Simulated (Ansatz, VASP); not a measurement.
## Two plane-wave programs on CsSnI3

Contents of INCAR:

```
PREC = Accurate ; ENCUT = 520
EDIFF = 1E-7 ; ISMEAR = -1
SIGMA = 0.05 ; LREAL = False
LASPH = True ; NELM = 80
ALGO = Normal ; ISIF = 2
LWAVE = False ; LCHARG = False
GGA = PS ; NBANDS = 30
KPAR = 2
```

File KPOINTS:

```
Automatic mesh
0
Gamma
  5 5 5
```

POSCAR

```
CsSnI3
1.0
    6.2057000000      0.0000000000      0.0000000000
    0.0000000000      6.2057000000      0.0000000000
    0.0000000000      0.0000000000      6.2057000000
Cs I Sn
1 3 1
Direct
   -0.0046040000     -0.0063440000     -0.0024430000
    0.5055680000      0.4964260000      0.0078710000
    0.4983430000     -0.0032340000      0.4959610000
    0.0130460000      0.5027980000      0.4980340000
    0.4995800000      0.5014670000      0.4972100000
```

Contents of input.yaml:

```yaml
crystal:
  lattice:
    - [6.2057, 0.0, 0.0]
    - [0.0, 6.2057, 0.0]
    - [0.0, 0.0, 6.2057]
  atoms:
    - { symbol: Cs, position: [-0.004604, -0.006344, -0.002443] }
    - { symbol: I, position: [0.505568, 0.496426, 0.007871] }
    - { symbol: I, position: [0.498343, -0.003234, 0.495961] }
    - { symbol: I, position: [0.013046, 0.502798, 0.498034] }
    - { symbol: Sn, position: [0.49958, 0.501467, 0.49721] }
hamiltonian:
  xc: pbesol
  pseudopotentials: { kind: paw }
kpoints:
  mp_grid: { grid: [5, 5, 5] }
scf:
  occupations: { method: fermi_dirac, width: 0.05 }
output:
  forces: true
  stress: true
  eigenvalues: true
```

Change from the starting cell: atoms moved at random, drawn with an rms of 0.05 Å.

Alike in both runs: task single point; functional PBEsol; k mesh 5 × 5 × 5; occupations fermi-dirac, width 0.05 eV; no spin polarisation.

```csv
,VASP,Ansatz
version,VASP 6.6.1,Ansatz 0.2.0
potentials or method,"VASP PAW PBE potentials, release 64 (Cs_sv, I, Sn_d)",Ansatz PAW
plane-wave cutoff (eV),520,420
valence electrons in the cell,44,74
```

|  | VASP | Ansatz | Ansatz less VASP |
| --- | --- | --- | --- |
| gap on the k mesh at the Fermi level (eV) | 1.69 | 1.70 | +0.005 |
| least direct gap on the mesh (eV) | 1.69 | 1.70 | +0.005 |
| pressure (GPa) | -0.6 | -0.6 | -0.01 |
| rms of the force components (eV/Å) | 0.045 | 0.044 | -0.0015 |

Atom by atom the forces differ by 0.002 eV/Å (rms over components). With one functional, cell and mesh, what is left measures potentials, basis and numerics. The two sets of potentials don't hold the same shells in valence.

Caveats: spin-orbit coupling is left out, which moves the levels of the heavy elements; the PAW data sets were made with another functional, which shifts forces and pressure a little (VASP); an odd mesh through Γ misses points on the zone boundary, where band edges often lie (VASP); odd divisions of the mesh miss points on the zone boundary, where band edges often lie, so the gap on the mesh can be too wide (Ansatz); the PAW data sets come from PBE, with cores solved anew for the run's functional, which leaves a small shift of forces and pressure (Ansatz).
